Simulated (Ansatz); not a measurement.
Crystal: ZrC.

```
Zr C
1.0
     0.00000    2.36500    2.36500
     2.36500    0.00000    2.36500
     2.36500    2.36500    0.00000
Zr C
1 1
Direct
  0.50000 0.50000 0.50000
  0.00000 0.00000 0.00000
```

Base run:

| Property | Result |
| --- | --- |
| Program | Ansatz 0.2.0 |
| Functional | PBEsol |
| Potentials or basis | Ansatz PAW |
| Cutoff | 420 eV (not typed: the program's choice for these potentials) |
| k mesh | 10 × 10 × 10 |
| Occupations | fermi-dirac, width 0.05 eV |
| Spin | no spin polarisation |

Its results: band gap on the k mesh none (metal or under the smearing width); pressure -8.5 GPa.

The run is repeated on the same cell with these changes: functional from PBEsol to LDA. What comes out?

Band gap on the k mesh none (metal or under the smearing width); pressure -12.5 GPa.

LDA binds more tightly than PBEsol, so the same cell stands under less pressure.

Caveats: the PAW data sets come from PBE, with cores solved anew for the run's functional, which leaves a small shift of forces and pressure.
